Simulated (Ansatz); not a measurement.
Take a crystal in which O has been replaced by Se on all its sites, with the cell rescaled by a rough guess (in some cases also distorted within its space group) and nothing relaxed:

```yaml
crystal:
  lattice:
    - [3.65153, 0.00000, 0.00000]
    - [-1.82577, 3.16232, 0.00000]
    - [0.00000, 0.00000, 11.59741]
  atoms:
    - { symbol: Se, position: [0.33333, 0.66667, 0.32810] }
    - { symbol: Se, position: [0.66667, 0.33333, 0.67190] }
    - { symbol: Se, position: [0.66667, 0.33333, 0.82810] }
    - { symbol: Se, position: [0.33333, 0.66667, 0.17190] }
```

The calculation used Ansatz 0.2.0, DFT PBE, scalar-relativistic, plane waves, PAW.

Plane waves to 420 eV, a k mesh through Γ of 15×15×4 on the computed 4-atom cell and Gaussian smearing (0.10 eV); no spin polarisation.

**Question.** Will this cell want to expand or contract, and how hard?

**Answer.** The pressure is 24.0 GPa (positive in compression), so the cell would expand.

**Question.** Is it a metal on this mesh?

**Answer.** Yes, a band crosses the Fermi level.

The cell holds molecules, and where no dispersion correction was added their binding is poorly described. Spin polarisation was left out, and a magnetic state may lie lower. Some atoms are far too close here, so the PAW spheres overlap strongly and the numbers are rough.

This form isn't the element's structure at ambient conditions.